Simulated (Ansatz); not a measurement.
# Residual resistivity of an alloy: Os(0001) with 2 layers of random Os-Al, 2x2

How strongly does chemical disorder scatter in Os(0001) with 2 layers of random Os-Al, 2x2?

Program: Ansatz 0.2.0. Level of theory: Ansatz plane-wave DFT, PBE, PAW files; ballistic transport by layer matching (Landauer), zero bias; PAW set soft_1. Results are calculated unless marked as measured.

## (1) The starting structure

The cell holds 48 atoms: 47 Os and 1 Al. Cell: a = 5.468 Å, b = 5.468 Å, c = 25.918 Å, α = 90.0°, β = 90.0°, γ = 120.0°. It derives from Os. Regions: lead, 40 atoms (40 Os); scattering region, 8 atoms (7 Os and 1 Al). The structure is stacked along c, and the current runs across the ab planes.

## (2) With 2 alloy layers

In 2 layers a share of 0.125 of the sites is given to Al at random. The layers about the cell's end stay perfect and serve as the lead. Energies from -0.05 to 0.05 eV in steps of 0.05 eV are too few for the program's thermal sum, so it prints no conductance; for a metal the transmission near the Fermi level serves, at a fraction of the cost.

input.yaml reads:

```yaml
crystal:
  lattice:
    - [5.4682, 0.0, 0.0]
    - [-2.7341, 4.735600113, 0.0]
    - [0.0, 0.0, 25.9182]
  atoms:
    - { symbol: Os, position: [0.1666666667, 0.3333333333, 0.0416666667] }
    - { symbol: Os, position: [0.1666666667, 0.8333333333, 0.0416666667] }
    - { symbol: Os, position: [0.6666666667, 0.3333333333, 0.0416666667] }
    - { symbol: Os, position: [0.6666666667, 0.8333333333, 0.0416666667] }
    - { symbol: Os, position: [0.3333333333, 0.1666666667, 0.125] }
    - { symbol: Os, position: [0.3333333333, 0.6666666667, 0.125] }
    - { symbol: Os, position: [0.8333333333, 0.1666666667, 0.125] }
    - { symbol: Os, position: [0.8333333333, 0.6666666667, 0.125] }
    - { symbol: Os, position: [0.1666666667, 0.3333333333, 0.2083333333] }
    - { symbol: Os, position: [0.1666666667, 0.8333333333, 0.2083333333] }
    - { symbol: Os, position: [0.6666666667, 0.3333333333, 0.2083333333] }
    - { symbol: Os, position: [0.6666666667, 0.8333333333, 0.2083333333] }
    - { symbol: Os, position: [0.3333333333, 0.1666666667, 0.2916666667] }
    - { symbol: Os, position: [0.3333333333, 0.6666666667, 0.2916666667] }
    - { symbol: Os, position: [0.8333333333, 0.1666666667, 0.2916666667] }
    - { symbol: Os, position: [0.8333333333, 0.6666666667, 0.2916666667] }
    - { symbol: Os, position: [0.1666666667, 0.3333333333, 0.375] }
    - { symbol: Os, position: [0.1666666667, 0.8333333333, 0.375] }
    - { symbol: Os, position: [0.6666666667, 0.3333333333, 0.375] }
    - { symbol: Os, position: [0.6666666667, 0.8333333333, 0.375] }
    - { symbol: Os, position: [0.3333333333, 0.1666666667, 0.4583333333] }
    - { symbol: Os, position: [0.3333333333, 0.6666666667, 0.4583333333] }
    - { symbol: Os, position: [0.8333333333, 0.1666666667, 0.4583333333] }
    - { symbol: Os, position: [0.8333333333, 0.6666666667, 0.4583333333] }
    - { symbol: Os, position: [0.1666666667, 0.3333333333, 0.5416666667] }
    - { symbol: Os, position: [0.1666666667, 0.8333333333, 0.5416666667] }
    - { symbol: Al, position: [0.6666666667, 0.3333333333, 0.5416666667] }
    - { symbol: Os, position: [0.6666666667, 0.8333333333, 0.5416666667] }
    - { symbol: Os, position: [0.3333333333, 0.1666666667, 0.625] }
    - { symbol: Os, position: [0.3333333333, 0.6666666667, 0.625] }
    - { symbol: Os, position: [0.8333333333, 0.1666666667, 0.625] }
    - { symbol: Os, position: [0.8333333333, 0.6666666667, 0.625] }
    - { symbol: Os, position: [0.1666666667, 0.3333333333, 0.7083333333] }
    - { symbol: Os, position: [0.1666666667, 0.8333333333, 0.7083333333] }
    - { symbol: Os, position: [0.6666666667, 0.3333333333, 0.7083333333] }
    - { symbol: Os, position: [0.6666666667, 0.8333333333, 0.7083333333] }
    - { symbol: Os, position: [0.3333333333, 0.1666666667, 0.7916666667] }
    - { symbol: Os, position: [0.3333333333, 0.6666666667, 0.7916666667] }
    - { symbol: Os, position: [0.8333333333, 0.1666666667, 0.7916666667] }
    - { symbol: Os, position: [0.8333333333, 0.6666666667, 0.7916666667] }
    - { symbol: Os, position: [0.1666666667, 0.3333333333, 0.875] }
    - { symbol: Os, position: [0.1666666667, 0.8333333333, 0.875] }
    - { symbol: Os, position: [0.6666666667, 0.3333333333, 0.875] }
    - { symbol: Os, position: [0.6666666667, 0.8333333333, 0.875] }
    - { symbol: Os, position: [0.3333333333, 0.1666666667, 0.9583333333] }
    - { symbol: Os, position: [0.3333333333, 0.6666666667, 0.9583333333] }
    - { symbol: Os, position: [0.8333333333, 0.1666666667, 0.9583333333] }
    - { symbol: Os, position: [0.8333333333, 0.6666666667, 0.9583333333] }
kpoints:
  mp_grid: { grid: [5, 5, 1] }
hamiltonian:
  xc: pbe
  pseudopotentials: { kind: paw, azcp: { folder: soft_1 } }
scf:
  occupations: { method: fermi_dirac, width: 0.1 }
output:
  transmission:
    leads: [[0, 8]]
    kmesh: [10, 10]
    e_range: [-0.05, 0.05]
    de: 0.05
  write_potential: true
  write_density: true
  volumetric_format: npy
```

Command:

```console
> ansatz run input.yaml --threads 4 --pin off --max-ram 15360MiB --backend cpu --events-out ev --progress --plain --runs-dir out
```

Numbers of over 12 decimals in the logs are rounded to 6 here.

What it wrote:

```text
Engine: ansatz 0.2.0, aarch64-unknown-linux-gnu
Pseudopotentials: kind: paw
Pseudopotential: Os, paw, valence charge 16, recommended cutoff 420 eV (normal), soft_1/Os.paw.azcp
Pseudopotential: Al, paw, valence charge 3, recommended cutoff 420 eV (normal), soft_1/Al.paw.azcp
Functional definition: PBE
  parameter kappa = 0.804
  parameter beta = 0.066725
  exchange = pbe_x(kappa = kappa, mu = beta*pi^2/3)
  correlation = pbe_c(beta = beta)
Crystal: 48 atoms, lattice volume = 671.157 Å³
Basis set: ecut = 420 eV, 13017 PW (Γ)
Bands: 453, of which v1, the nominal top of the filled ones, is band 378 counted from 1 (377 counted from 0)
Symmetry: 12 space group operations
Space group: P-6m2 (ITA 187), of the structure as read, at distance tolerance 8.8e-5 Å
k-points: 5 of 25 (time reversal used)
Non-local potential: Os, projectors of the file, l = 0: 3, l = 1: 2, l = 2: 2, l = 3: 1
Non-local potential: Al, projectors of the file, l = 0: 2, l = 1: 2, l = 2: 1
PAW form: soft (Blöchl's): semilocal exchange-correlation on the pseudo side does not see the compensation charge
PAW one-centre angular grid: Os, 590 points (default); XC on 64 Gauss nodes
PAW one-centre angular grid: Al, 110 points (default); XC on 64 Gauss nodes
Initial density: superposition of atomic densities (chi_scale 0.1, normalization cell, long waves kept (reshape's long-wave potential 0.90 eV rms))
Initial wavefunctions: pseudopotential atomic-orbital guess
Functional: x = pbe(κ = 0.804, μ = 0.219515), c = pbe(β = 0.066725)
SCF iter   1: F=—  HF=-535698.374352 eV  |F-HF|=—  |Δ(HF+E_count)|=         —  Δρ=8.66e-2  dr2=1.99e3  ethr=3.10e-3  ⟨swp⟩=5.2  Hψ=7329  notcnv=0  defer=17
preconditioner: auto → Kerker (q_TF=auto, 2.782 Å⁻¹)  [metal: Δε(μ)=0.003 eV  Ē_g=6.333 eV  σ=0.100 eV  W_gap=0.01  n_scr=268 (ndim 8)  ℏωp=27.9 eV  f_vac=0.000  D(μ)=32.41/eV (n_scr^D=306)]
SCF iter   2: F=—  HF=-535684.835105 eV  |F-HF|=—  |Δ(HF+E_count)|=    1.35e1  Δρ=5.12e-2  dr2=9.78e2  ethr=3.10e-3  ⟨swp⟩=2.6  Hψ=3532  notcnv=0  defer=66
SCF iter   3: F=—  HF=-535675.920834 eV  |F-HF|=—  |Δ(HF+E_count)|=    8.91e0  Δρ=1.31e-2  dr2=1.26e1  ethr=3.10e-3  ⟨swp⟩=2.8  Hψ=5024  notcnv=0  defer=53
SCF iter   4: F=—  HF=-535675.421699 eV  |F-HF|=—  |Δ(HF+E_count)|=   4.99e-1  Δρ=4.04e-3  dr2=7.58e0  ethr=1.67e-3  ⟨swp⟩=2.0  Hψ=2888  notcnv=0  defer=27
SCF iter   5: F=—  HF=-535675.361981 eV  |F-HF|=—  |Δ(HF+E_count)|=   5.97e-2  Δρ=1.36e-3  dr2=4.12e-2  ethr=1.00e-3  ⟨swp⟩=1.0  Hψ=2238  notcnv=0  defer=27
SCF iter   6: F=—  HF=-535675.360530 eV  |F-HF|=—  |Δ(HF+E_count)|=   1.45e-3  Δρ=2.41e-4  dr2=3.26e-3  ethr=5.46e-6  ⟨swp⟩=1.0  Hψ=2238  notcnv=0  defer=27
SCF iter   7: F=—  HF=-535675.360419 eV  |F-HF|=—  |Δ(HF+E_count)|=   1.11e-4  Δρ=7.14e-5  dr2=1.66e-4  ethr=4.31e-7  ⟨swp⟩=1.4  Hψ=2240  notcnv=0  defer=27
SCF iter   8: F=—  HF=-535675.360450 eV  |F-HF|=—  |Δ(HF+E_count)|=   3.12e-5  Δρ=1.47e-5  dr2=1.09e-5  ethr=2.20e-8  ⟨swp⟩=2.0  Hψ=2907  notcnv=0  defer=27
SCF iter   9: F=—  HF=-535675.361791 eV  |F-HF|=—  |Δ(HF+E_count)|=   1.34e-3  Δρ=3.23e-6  dr2=7.79e-7  ethr=1.45e-9  ⟨swp⟩=1.4  Hψ=2275  notcnv=0  defer=27
SCF iter  10: F=-535675.361791 eV  HF=-535675.361791 eV  |F-HF|=5.84e-8  |Δ(HF+E_count)|=   3.49e-8  Δρ=8.40e-7  dr2=6.06e-8  ethr=1.32e-11  ⟨swp⟩=8.2  Hψ=4796  notcnv=0
SCF 1 converged in 10 iterations: F = -535675.361791 eV  dr2 = 6.06e-8
  greatest PAW one-centre occupation: 1.000 electrons in one spin orbital (limit 2), on the Os atom at site 29 (counted from 0), in its partial waves of l = 0
transmission: 68 of 672 steps passed
transmission: 137 of 672 steps passed
[...]
transmission: 672 of 672 steps passed
SCF converged after 10 iterations
Free energy (F): -535675.361791 eV
Harris-Foulkes:  -535675.361791 eV  (|F-HF|=5.84e-8)
Internal energy: -535674.227107 eV  (E = F + TS)
E sigma→0 (E₀):  -535674.794449 eV
Entropy (-TS):   -1.134683 eV (-23.639 meV/atom)
Fermi energy:    25.682961 eV
--- Per-component energies (eV) ---
  E_band       = -3243.629655
  E_kinetic    = 23173.321205
  E_local      = -46169.512799  (includes V_loc(G=0)·N_el)
  E_nonlocal   = 9226.685731
  E_hartree    = 16944.079489
  E_xc         = -11043.570253
  E_vxc        = -11621.245026  (∫ρ·V_xc dr)
  E_paw        = -425687.190517  (= ΣΔE_a)
  E_vpaw       = -11741.057859  (= ΣTr[D̂ρ^β])
  E_aug_tail   = 0.020570  (compensation charges beyond the density's cutoff)
  E_ewald      = -102118.060533
  E_smearing   = -1.134683  (= −TS)
  E_closure    = 0.000000  (closes the sum)
  Σ components = -535675.361791   (vs F -535675.361791, Δ=0.00e0)
--- Band table (eV; the first three rows and the last of 5) ---
  k-point 0: bands = [... 374 lower, 26.2584, 26.3023, 26.3023, 26.3934, 26.4262, 26.4262, 26.4699, 26.6334, ... 71 higher]
  k-point 1: bands = [... 374 lower, 25.8215, 25.8495, 25.8640, 25.9339, 26.0994, 26.1771, 26.3393, 26.5798, ... 71 higher]
  k-point 2: bands = [... 374 lower, 25.3431, 25.4856, 25.4965, 25.5484, 25.5492, 25.6320, 25.7066, 25.7176, ... 71 higher]
  k-point 4: bands = [... 374 lower, 25.2406, 25.2847, 25.3849, 25.4232, 25.4965, 25.5373, 25.6101, 25.7806, ... 71 higher]
--- Transmission ---
  basis      : 223 plane waves across, 48 finite elements along
  points     : 14, standing for a mesh of 10 x 10
  energies   : 3 from -0.050000 to 0.050000 eV about the Fermi level, 0.050000 eV apart; the leads are filled to 0.000000 eV, and channels, transmission and decay are at 0.000000 eV
  crystal 0  : Os8, at the sites [0, 8], period 4.3197 Å, over 23.76 Å; its Hamiltonian steps by up to 12.8 meV
    offset         : up to 0.0000 Å between an atom of the period and one for which it stands
    channels       : 4.550000e0 a spin
    conductance    : none, the energies end too early or step too widely for 300 K: set another output.transmission.e_range or a lower de, or, where they end at an eighth of basis.ecutwfc, a higher one
  junction   : crystal 0 to crystal 0, 1.46 to 23.06 Å
    transmission   : 2.527320e0 a spin
    conductance    : none, the energies end too early or step too widely for 300 K: set another output.transmission.e_range or a lower de, or, where they end at an eighth of basis.ecutwfc, a higher one
```

Wall time 3 min (4 threads of Arm Neoverse V1, shared host); peak memory 5.6 GiB.

Numbers from this step:

- free energy: -535675.3618 eV
- energy at zero smearing: -535674.7944 eV
- Fermi energy: 25.68 eV
- cell area: 25.90 Å²
- transmission per spin nearest the Fermi level: 2.527
- open channels per spin nearest the Fermi level: 4.55
- step of the lead's potential: 12.8 meV

Per spin. Table of transmission, zone mean by energy, zero at the Fermi level:

```tsv
energy (eV)	transmission, zone mean
-0.0500	2.58
0.0000	2.53
0.0500	2.54
```

Per spin. Open channels, zone mean, lead against energy, zero at the Fermi level:

```tsv
energy (eV)	open channels, zone mean, lead
-0.0500	4.5
0.0000	4.55
0.0500	4.55
```

Transmission over k1 and k2. At 0.0000 eV from the Fermi level.

Values, 10 rows by 10 columns:
```
2.67 2.14 2.93 2.50 2.93 2.14 2.67 1.48 0.27 1.48
1.49 2.93 2.83 2.72 2.72 2.83 2.93 1.49 0.27 0.27
1.49 2.50 2.72 2.56 2.56 2.56 2.72 2.50 1.49 1.48
2.67 2.93 2.72 2.56 5.08 5.08 2.56 2.72 2.93 2.67
3.52 2.14 2.83 2.56 5.08 7.97 5.08 2.56 2.83 2.14
2.67 2.67 2.93 2.72 2.56 5.08 5.08 2.56 2.72 2.93
1.49 1.48 1.49 2.50 2.72 2.56 2.56 2.56 2.72 2.50
1.49 0.27 0.27 1.49 2.93 2.83 2.72 2.72 2.83 2.93
2.67 1.48 0.27 1.48 2.67 2.14 2.93 2.50 2.93 2.14
3.52 2.67 1.49 1.49 2.67 3.52 2.67 1.49 1.49 2.67
```
Columns: k1 (b1) from -0.5 to 0.4; rows upwards: k2 (b2) from -0.5 to 0.4.

Open channels over k1 and k2. At 0.0000 eV from the Fermi level.

Ten even steps from '0' (2.0) to '9' (11.0):
```
2333332101
1333333100
1333333311
2333553332
4333595333
2233355333
1113333333
1001333333
2101233333
4211242112
```
Columns: k1 (b1) from -0.5 to 0.4; rows upwards: k2 (b2) from -0.5 to 0.4.

Over the solved energies the transmission per spin lies between 2.53 and 2.58, out of 4.53 channels of the lead on average (up to 4.55).

## (3) With 6 alloy layers

In 6 layers a share of 0.125 of the sites is given to Al at random. A fresh draw is used; the growth of the resistance with length is what counts.

System of this step: Os(0001) with 6 layers of random Os-Al, 2x2. The cell holds 64 atoms: 61 Os and 3 Al. Cell: a = 5.468 Å, b = 5.468 Å, c = 34.558 Å, α = 90.0°, β = 90.0°, γ = 120.0°. It derives from Os. Regions: lead, 40 atoms (40 Os); scattering region, 24 atoms (21 Os and 3 Al). The structure is stacked along c, and the current runs across the ab planes.

input.yaml reads:

```yaml
crystal:
  lattice:
    - [5.4682, 0.0, 0.0]
    - [-2.7341, 4.735600113, 0.0]
    - [0.0, 0.0, 34.5576]
  atoms:
    - { symbol: Os, position: [0.1666666667, 0.3333333333, 0.03125] }
    - { symbol: Os, position: [0.1666666667, 0.8333333333, 0.03125] }
    - { symbol: Os, position: [0.6666666667, 0.3333333333, 0.03125] }
    - { symbol: Os, position: [0.6666666667, 0.8333333333, 0.03125] }
    - { symbol: Os, position: [0.3333333333, 0.1666666667, 0.09375] }
    - { symbol: Os, position: [0.3333333333, 0.6666666667, 0.09375] }
    - { symbol: Os, position: [0.8333333333, 0.1666666667, 0.09375] }
    - { symbol: Os, position: [0.8333333333, 0.6666666667, 0.09375] }
    - { symbol: Os, position: [0.1666666667, 0.3333333333, 0.15625] }
    - { symbol: Os, position: [0.1666666667, 0.8333333333, 0.15625] }
    - { symbol: Os, position: [0.6666666667, 0.3333333333, 0.15625] }
    - { symbol: Os, position: [0.6666666667, 0.8333333333, 0.15625] }
    - { symbol: Os, position: [0.3333333333, 0.1666666667, 0.21875] }
    - { symbol: Os, position: [0.3333333333, 0.6666666667, 0.21875] }
    - { symbol: Os, position: [0.8333333333, 0.1666666667, 0.21875] }
    - { symbol: Os, position: [0.8333333333, 0.6666666667, 0.21875] }
    - { symbol: Os, position: [0.1666666667, 0.3333333333, 0.28125] }
    - { symbol: Os, position: [0.1666666667, 0.8333333333, 0.28125] }
    - { symbol: Os, position: [0.6666666667, 0.3333333333, 0.28125] }
    - { symbol: Os, position: [0.6666666667, 0.8333333333, 0.28125] }
    - { symbol: Os, position: [0.3333333333, 0.1666666667, 0.34375] }
    - { symbol: Al, position: [0.3333333333, 0.6666666667, 0.34375] }
    - { symbol: Os, position: [0.8333333333, 0.1666666667, 0.34375] }
    - { symbol: Os, position: [0.8333333333, 0.6666666667, 0.34375] }
    - { symbol: Os, position: [0.1666666667, 0.3333333333, 0.40625] }
    - { symbol: Os, position: [0.1666666667, 0.8333333333, 0.40625] }
    - { symbol: Os, position: [0.6666666667, 0.3333333333, 0.40625] }
    - { symbol: Os, position: [0.6666666667, 0.8333333333, 0.40625] }
    - { symbol: Al, position: [0.3333333333, 0.1666666667, 0.46875] }
    - { symbol: Os, position: [0.3333333333, 0.6666666667, 0.46875] }
    - { symbol: Os, position: [0.8333333333, 0.1666666667, 0.46875] }
    - { symbol: Os, position: [0.8333333333, 0.6666666667, 0.46875] }
    - { symbol: Os, position: [0.1666666667, 0.3333333333, 0.53125] }
    - { symbol: Al, position: [0.1666666667, 0.8333333333, 0.53125] }
    - { symbol: Os, position: [0.6666666667, 0.3333333333, 0.53125] }
    - { symbol: Os, position: [0.6666666667, 0.8333333333, 0.53125] }
    - { symbol: Os, position: [0.3333333333, 0.1666666667, 0.59375] }
    - { symbol: Os, position: [0.3333333333, 0.6666666667, 0.59375] }
    - { symbol: Os, position: [0.8333333333, 0.1666666667, 0.59375] }
    - { symbol: Os, position: [0.8333333333, 0.6666666667, 0.59375] }
    - { symbol: Os, position: [0.1666666667, 0.3333333333, 0.65625] }
    - { symbol: Os, position: [0.1666666667, 0.8333333333, 0.65625] }
    - { symbol: Os, position: [0.6666666667, 0.3333333333, 0.65625] }
    - { symbol: Os, position: [0.6666666667, 0.8333333333, 0.65625] }
    - { symbol: Os, position: [0.3333333333, 0.1666666667, 0.71875] }
    - { symbol: Os, position: [0.3333333333, 0.6666666667, 0.71875] }
    - { symbol: Os, position: [0.8333333333, 0.1666666667, 0.71875] }
    - { symbol: Os, position: [0.8333333333, 0.6666666667, 0.71875] }
    - { symbol: Os, position: [0.1666666667, 0.3333333333, 0.78125] }
    - { symbol: Os, position: [0.1666666667, 0.8333333333, 0.78125] }
    - { symbol: Os, position: [0.6666666667, 0.3333333333, 0.78125] }
    - { symbol: Os, position: [0.6666666667, 0.8333333333, 0.78125] }
    - { symbol: Os, position: [0.3333333333, 0.1666666667, 0.84375] }
    - { symbol: Os, position: [0.3333333333, 0.6666666667, 0.84375] }
    - { symbol: Os, position: [0.8333333333, 0.1666666667, 0.84375] }
    - { symbol: Os, position: [0.8333333333, 0.6666666667, 0.84375] }
    - { symbol: Os, position: [0.1666666667, 0.3333333333, 0.90625] }
    - { symbol: Os, position: [0.1666666667, 0.8333333333, 0.90625] }
    - { symbol: Os, position: [0.6666666667, 0.3333333333, 0.90625] }
    - { symbol: Os, position: [0.6666666667, 0.8333333333, 0.90625] }
    - { symbol: Os, position: [0.3333333333, 0.1666666667, 0.96875] }
    - { symbol: Os, position: [0.3333333333, 0.6666666667, 0.96875] }
    - { symbol: Os, position: [0.8333333333, 0.1666666667, 0.96875] }
    - { symbol: Os, position: [0.8333333333, 0.6666666667, 0.96875] }
kpoints:
  mp_grid: { grid: [5, 5, 1] }
hamiltonian:
  xc: pbe
  pseudopotentials: { kind: paw, azcp: { folder: soft_1 } }
scf:
  occupations: { method: fermi_dirac, width: 0.1 }
output:
  transmission:
    leads: [[0, 8]]
    kmesh: [10, 10]
    e_range: [-0.05, 0.05]
    de: 0.05
  write_potential: true
  write_density: true
  volumetric_format: npy
```

What it wrote:

```text
[...]
Crystal: 64 atoms, lattice volume = 894.876 Å³
Basis set: ecut = 420 eV, 17377 PW (Γ)
Bands: 591, of which v1, the nominal top of the filled ones, is band 493 counted from 1 (492 counted from 0)
Symmetry: 1 space group operations
[...]
k-points: 13 of 25 (time reversal used)
[...]
SCF iter   1: F=—  HF=-696164.065623 eV  |F-HF|=—  |Δ(HF+E_count)|=         —  Δρ=6.24e-2  dr2=2.18e2  ethr=3.10e-3  ⟨swp⟩=5.1  Hψ=24898  notcnv=0  defer=41
[...]
SCF iter   9: F=-696153.457344 eV  HF=-696153.457344 eV  |F-HF|=5.39e-8  |Δ(HF+E_count)|=   8.03e-8  Δρ=9.21e-7  dr2=5.75e-8  ethr=1.02e-11  ⟨swp⟩=7.3  Hψ=21200  notcnv=0
SCF 1 converged in 9 iterations: F = -696153.457344 eV  dr2 = 5.75e-8
[...]
transmission: 334 of 3328 steps passed
transmission: 666 of 3328 steps passed
[...]
transmission: 3328 of 3328 steps passed
SCF converged after 9 iterations
Free energy (F): -696153.457344 eV
[...]
Internal energy: -696152.002686 eV  (E = F + TS)
E sigma→0 (E₀):  -696152.730015 eV
Entropy (-TS):   -1.454658 eV (-22.729 meV/atom)
Fermi energy:    25.223281 eV
[...]
--- Band table (eV; the first three rows and the last of 13) ---
  k-point 0: bands = [... 489 lower, 25.7543, 25.7918, 25.8464, 25.8579, 25.9131, 25.9751, 26.0221, 26.0497, ... 94 higher]
  k-point 1: bands = [... 489 lower, 25.4034, 25.4282, 25.4570, 25.5780, 25.6488, 25.7139, 25.7382, 25.8966, ... 94 higher]
  k-point 2: bands = [... 489 lower, 24.9786, 25.0024, 25.0215, 25.0637, 25.1134, 25.1872, 25.2276, 25.2694, ... 94 higher]
  k-point 12: bands = [... 489 lower, 25.0772, 25.1366, 25.1901, 25.2266, 25.3048, 25.3357, 25.3552, 25.3806, ... 94 higher]
--- Transmission ---
  basis      : 223 plane waves across, 64 finite elements along
  points     : 52, standing for a mesh of 10 x 10
[...]
channels       : 4.550000e0 a spin
[...]
junction   : crystal 0 to crystal 0, -1.46 to 28.78 Å
    transmission   : 1.610480e0 a spin
[...]
```

It took 16 min on 4 threads; peak memory 10 GiB; 59 min of CPU time.

This step gave:

| Quantity | Value |
| --- | --- |
| free energy | -696153.4573 eV |
| energy at zero smearing | -696152.7300 eV |
| Fermi energy | 25.22 eV |
| transmission per spin nearest the Fermi level | 1.610 |
| step of the lead's potential | 8.2 meV |

Per spin. The transmission, zone mean by energy, zero at the Fermi level:

```tsv
energy (eV)	transmission, zone mean
-0.0500	1.61
0.0000	1.61
0.0500	1.60
```

Over the solved energies the transmission per spin lies between 1.60 and 1.61, out of 4.53 channels of the lead on average (up to 4.55).

(Continued in part 2 of 2.)

[Logs are printed without paths, hosts, clocks, repeated set-up lines and the standing remarks that a program may print on its own settings, such as how far it seeks lower states.]

[Hosts, paths, dates, database ids (printed as entryN), source tags and the programs' standing remarks are cut or masked in the printed files.]
